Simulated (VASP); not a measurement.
Output of a VASP run:

OSZICAR:
```
       N       E                     dE             d eps       ncg     rms          rms(c)
DAV:   1     0.344670810749E+03    0.34467E+03   -0.18362E+04  2470   0.231E+03
DAV:   2     0.169734472186E+02   -0.32770E+03   -0.31994E+03  2584   0.482E+02
DAV:   3    -0.278091282654E+02   -0.44783E+02   -0.44035E+02  3306   0.185E+02
DAV:   4    -0.292448059399E+02   -0.14357E+01   -0.14317E+01  2990   0.356E+01
DAV:   5    -0.292881670977E+02   -0.43361E-01   -0.43350E-01  3272   0.568E+00    0.149E+01
DAV:   6    -0.247523444630E+02    0.45358E+01   -0.20324E+01  4346   0.622E+01    0.118E+01
DAV:   7    -0.248148561450E+02   -0.62512E-01   -0.21859E+00  2654   0.120E+01    0.334E+00
DAV:   8    -0.247605839680E+02    0.54272E-01   -0.25262E-01  3922   0.531E+00    0.169E+00
DAV:   9    -0.247400776794E+02    0.20506E-01   -0.57677E-02  3994   0.358E+00    0.493E-01
DAV:  10    -0.247370915661E+02    0.29861E-02   -0.10956E-02  4090   0.140E+00    0.182E-01
DAV:  11    -0.247373129081E+02   -0.22134E-03   -0.39686E-03  3888   0.501E-01    0.143E-01
DAV:  12    -0.247371642563E+02    0.14865E-03   -0.55184E-04  4044   0.280E-01    0.409E-02
DAV:  13    -0.247371683769E+02   -0.41206E-05   -0.44690E-05  2914   0.484E-02    0.193E-02
DAV:  14    -0.247371667268E+02    0.16500E-05   -0.36907E-06  3734   0.196E-02    0.768E-03
DAV:  15    -0.247371663362E+02    0.39060E-06   -0.17813E-06  3498   0.113E-02    0.294E-03
DAV:  16    -0.247371663291E+02    0.71796E-08   -0.24156E-07  1862   0.430E-03
   1 F= -.24737166E+02 E0= -.24737251E+02  d E =-.247372E+02
       N       E                     dE             d eps       ncg     rms          rms(c)
DAV:   1    -0.247374268943E+02   -0.26056E-03   -0.96766E-03  2496   0.828E-01    0.901E-02
DAV:   2    -0.247372900313E+02    0.13686E-03   -0.53648E-04  3830   0.337E-01    0.502E-02
DAV:   3    -0.247372041365E+02    0.85895E-04   -0.10567E-04  3922   0.178E-01    0.141E-02
DAV:   4    -0.247372029338E+02    0.12027E-05   -0.32870E-05  3676   0.549E-02    0.101E-02
DAV:   5    -0.247372028170E+02    0.11683E-06   -0.22100E-06  3054   0.141E-02    0.181E-03
DAV:   6    -0.247372027827E+02    0.34281E-07   -0.33336E-07  2616   0.728E-03
   2 F= -.24737203E+02 E0= -.24737287E+02  d E =-.364536E-04
       N       E                     dE             d eps       ncg     rms          rms(c)
DAV:   1    -0.247372043312E+02   -0.15143E-05   -0.55765E-05  2508   0.630E-02    0.698E-03
DAV:   2    -0.247372035529E+02    0.77835E-06   -0.31954E-06  3844   0.258E-02    0.396E-03
DAV:   3    -0.247372030461E+02    0.50674E-06   -0.48062E-07  2914   0.133E-02    0.115E-03
DAV:   4    -0.247372030401E+02    0.60973E-08   -0.30499E-07  1668   0.520E-03
   3 F= -.24737203E+02 E0= -.24737287E+02  d E =-.367110E-04
       N       E                     dE             d eps       ncg     rms          rms(c)
DAV:   1    -0.247372290990E+02   -0.26053E-04   -0.92651E-03  2464   0.715E-01    0.422E-02
DAV:   2    -0.247372396902E+02   -0.10591E-04   -0.37946E-04  3948   0.240E-01    0.222E-02
DAV:   3    -0.247372311977E+02    0.84925E-05   -0.95191E-06  3716   0.399E-02    0.113E-02
DAV:   4    -0.247372283831E+02    0.28146E-05   -0.34462E-06  3904   0.327E-02    0.313E-03
DAV:   5    -0.247372284421E+02   -0.58948E-07   -0.93823E-07  3008   0.981E-03
   4 F= -.24737228E+02 E0= -.24737312E+02  d E =-.254020E-04
```

**OUTCAR**
```
------------------------ aborting loop because EDIFF is reached ----------------------------------------
  FORCE on cell =-STRESS in cart. coord.  units (eV):
  Direction    XX          YY          ZZ          XY          YZ          ZX
  --------------------------------------------------------------------------------------
  Total       -0.0466844     -0.0466844     -0.0503580      0.0000000      0.0000000      0.0000000
  in kB       -1.2380866     -1.2380866     -1.3355111      0.0000000      0.0000000      0.0000000
  external PRESSURE =      -1.2705614 kB  Pullay stress =       0.0000000 kB
  volume of cell :       60.41
      direct lattice vectors                 reciprocal lattice vectors
     1.754084927 -3.038164283 -0.000000000     0.285048912 -0.164573062  0.000000000
     1.754084927  3.038164283  0.000000000     0.285048912  0.164573062  0.000000000
    -0.000000000  0.000000000  5.668123313     0.000000000 -0.000000000  0.176425237
 POSITION                                       TOTAL-FORCE (eV/Angst)
 -----------------------------------------------------------------------------------
      1.75408     -1.01272      2.83436         0.000000      0.000000      0.006251
      1.75408      1.01272      0.00030        -0.000000     -0.000000      0.006251
      1.75408     -1.01272      4.98198        -0.000000      0.000000     -0.006251
      1.75408      1.01272      2.14792        -0.000000     -0.000000     -0.006251
 -----------------------------------------------------------------------------------
    total drift:                                0.000000      0.001502      0.000383
  FREE ENERGIE OF THE ION-ELECTRON SYSTEM (eV)
  ---------------------------------------------------
  free  energy   TOTEN  =       -24.7372284421 eV

  energy  without entropy=      -24.7374791348  energy(sigma->0) =      -24.73731201

 reached required accuracy - stopping structural energy minimisation
```
(Selected blocks of OUTCAR.)

POSCAR:
```
InN
1
    1.7549991902    -3.0397478335     0.0000000000
    1.7549991902     3.0397478335     0.0000000000
    0.0000000000     0.0000000000     5.6622192588
In N
2 2
Direct
  0.6666670000   0.3333330000   0.4999186881
  0.3333330000   0.6666670000   0.9999186881
  0.6666670000   0.3333330000   0.8790813119
  0.3333330000   0.6666670000   0.3790813119
```

Problem. Write an INCAR and KPOINTS that could have produced this output.

Solution. One answer among several that fit: the input of the run itself, LDA (Ceperley-Alder, Perdew-Zunger), plane waves, VASP's LDA PAW potentials (set 64).

### INCAR
```
SYSTEM = InN
PREC = Accurate
ENCUT = 520
EDIFF = 1E-7
NELM = 100
ALGO = Normal
LREAL = .FALSE.
LASPH = .TRUE.
ISMEAR = 1
SIGMA = 0.1
LMAXMIX = 4
LWAVE = .FALSE.
LCHARG = .FALSE.
ISIF = 4
IBRION = 2
NSW = 30
EDIFFG = -0.01
```

**KPOINTS**
```
Automatic mesh
0
Gamma
10 10 6
0 0 0
```

POTCAR, in this order: In_d N (LDA.64 set). Program: vasp_std.

The compound is InN in the wurtzite structure. This run relaxes it. Symmetry was kept, so distortions that lower it aren't found.
